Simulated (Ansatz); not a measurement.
# Si under changes of volume

One of the cells (20.165 Å³/atom); the others are scaled copies at fixed shape and fractional positions:

```
CELL_PARAMETERS angstrom
0.00000 2.72185 2.72185
2.72185 0.00000 2.72185
2.72185 2.72185 0.00000
ATOMIC_POSITIONS crystal
Si 0.50000 0.50000 0.50000
Si 0.75000 0.75000 0.75000
```

* Program: Ansatz 0.2.0
* Functional: PBE
* Potentials or basis: Ansatz NC
* Cutoff: 490 eV (not typed: the program's choice for these potentials)
* k mesh: 8 × 8 × 8
* Occupations: fermi-dirac, width 0.05 eV
* Spin: no spin polarisation

```tsv
volume (Å³/atom)	energy over the lowest point (meV/atom)	pressure (GPa)	gap on the mesh (eV)
18.955	34.49	7.9	0.52
19.358	17.70	5.5	0.55
19.761	6.72	3.3	0.59
20.165	?	?	?
20.568	0.00	-0.5	0.65
20.971	3.26	-2.1	0.68
21.375	10.37	-3.5	0.71
```

Problem. What does the run at 20.165 Å³/atom give?

Solution. Energy over the lowest point 0.99 meV/atom; pressure 1.3 GPa; gap on the mesh 0.62 eV.

Worked out: A Birch-Murnaghan fit of order 3 (a polynomial in V^(-2/3)) to the other rows has its minimum at 20.46 Å³/atom with B0 = V·E''(V) = 88 GPa and B' = 4.3. It gives 0.99 meV/atom at 20.165 Å³/atom, against the run's 0.99, and -dE/dV = 1.3 GPa, against 1.3. A straight line through the other rows of the gap, of slope 1.59 eV per unit of ln V, gives 0.62 eV, against the run's 0.62.

Energies are extrapolated to zero smearing.

A mesh can miss the band edges.
